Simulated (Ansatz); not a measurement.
CaO: trigonal deformation path

Theory: Ansatz 0.2.0, DFT r2SCAN, scalar-relativistic, plane waves, PAW. The runs took a 500 eV cutoff, a Γ-centred 10×10×10 mesh and Gaussian smearing (0.05 eV). No spin polarisation. Energies are free energies at this smearing, counted from the undisturbed cell; pressure is positive in compression.

Reference structure (as given, not relaxed at this level; it stands at -6.5 GPa):

```xyz
2
Lattice="0.0000 2.4490 2.4490 2.4490 0.0000 2.4490 2.4490 2.4490 0.0000" Properties=species:S:1:pos:R:3 pbc="T T T"
Ca    0.0000    0.0000    0.0000
O     2.4490    2.4490    2.4490
```

At fixed volume and fractional coordinates, lengths along (0.577, 0.577, 0.577) are scaled against those across it; ρ is that ratio over its starting value. At ρ = 0.500 the cell becomes cubic (Pm-3m), and there the slope of the energy vanishes by symmetry.

```
    ρ  ΔE (meV/atom)
0.500          592.5
0.600          520.2
0.710          335.2
0.850          102.0
0.930           23.0
1.000            0.0
1.080           30.6
1.200          190.3
1.410          769.1
1.700         2021.1
2.000         3272.7
```

Problem. Predict the gap on the mesh (eV) at each point.

Solution.
```csv
ρ,gap on the mesh (eV)
0.500,3.26
0.600,3.66
0.710,3.57
0.850,3.78
0.930,4.02
1.000,4.20
1.080,4.05
1.200,3.55
1.410,1.60
1.700,0.00
2.000,0.00
```
Where the gap reads zero the k-mesh, chosen for the insulator, is on the coarse side.